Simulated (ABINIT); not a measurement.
Runs of ABINIT 10.8.3 (patched build) on SiNi3. It takes space group Pm-3m (No. 221, cubic). The conventional cell has a = 3.542 Å, b = 3.542 Å, c = 3.542 Å, α = 90.00°, β = 90.00°, γ = 90.00°. Around Ni (site symmetry 4/mmm) lie 8 Ni at 2.50 Å and 4 Si at 2.50 Å. Si (site symmetry m-3m) has 12 Ni at 2.50 Å as nearest neighbours. 

| task | level | k mesh | smearing | gap on the mesh (eV) | pressure (GPa) | moment (μB) |
| --- | --- | --- | --- | --- | --- | --- |
| single point | PBE | 5 × 5 × 5 | fermi-dirac 0.2 eV | none | (a) | 0.00 |
| single point | PBE | 5 × 5 × 5 | methfessel-paxton 0.2 eV | none | -5.6 | 0.00 |
| single point | PBE | 8 × 8 × 8 | fermi-dirac 0.05 eV | none | -5.5 | 0.00 |
| band structure | PBEsol | 5 × 5 × 5 | fermi-dirac 0.05 eV | none | -13.5 | 0.00 |
| single point | PBE | 5 × 5 × 5 | gaussian 0.2 eV | none | -5.5 | 0.00 |
| single point | PBE | 5 × 5 × 5 | cold-b (ABINIT) 0.2 eV | none | -5.6 | 0.00 |
| single point | PBE | 5 × 5 × 5 | cold (ABINIT) 0.2 eV | none | -5.6 | 0.00 |

Alike in all rows: potentials or basis JTH PAW PBE v2.0; spin collinear, ferromagnetic start; cell as given; cutoff (eV) 1116.

Problem. Estimate the missing entries.

Solution. (a) -4.6.

Caveats: small starting moments can end in a higher magnetic state in this program; the PAW data sets were made with another functional, which shifts forces and pressure a little (some runs).

A k mesh can miss the band edges.

A gap of «none» marks a metal or a gap under the smearing width.

Not every run made on this cell is shown here.
